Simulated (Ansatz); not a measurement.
**ZnO (P4_2/mnm)**

Method: DFT PBE, scalar-relativistic, plane waves, PAW (Ansatz).

Settings: cutoff 420 eV, Γ-centred mesh 6×6×8 on the computed 8-atom cell, Gaussian smearing of 0.02 eV; no spin polarisation.

The structure is relaxed at this level of theory with its symmetry kept, and needn't be the ground state of this composition.

```cif
data_structure
_symmetry_space_group_name_H-M 'P4_2/mnm'
_symmetry_Int_Tables_number 136
_cell_length_a 5.6076
_cell_length_b 5.6076
_cell_length_c 3.2799
_cell_angle_alpha 90.000
_cell_angle_beta 90.000
_cell_angle_gamma 90.000
_cell_volume 103.14
loop_
_atom_site_label
_atom_site_type_symbol
_atom_site_symmetry_multiplicity
_atom_site_Wyckoff_symbol
_atom_site_fract_x
_atom_site_fract_y
_atom_site_fract_z
_atom_site_occupancy
Zn1 Zn 4 g 0.18177 0.18177 0.50000 1
O1 O 4 f 0.81839 0.18161 0.50000 1
```

Formation energy from the elements' standard states (uncorrected)?

-1.401 eV/atom.

Kohn–Sham band gap?

0.76 eV.

Orbital (Löwdin) character of the top 1 eV of the valence band?

O 2p 75 %, Zn 3d 22 %.

Orbital (Löwdin) character of the lowest 1 eV of the conduction band?

Zn 4s 55 %, O 2s 20 %, O 2p 20 %.

Bader charge by site (e)?

Zn (4 in the cell) 1.22, O (4 in the cell) -1.22.

Another cell of ZnO relaxed alike, in P6_3mc, lies 23 meV/atom lower, so this cell isn't the stable form at this level.

It was relaxed from a Materials Project cell. Kohn–Sham gaps at this level usually fall short of measured ones. Löwdin shares on free-atom orbitals overweight diffuse shells in the empty bands.
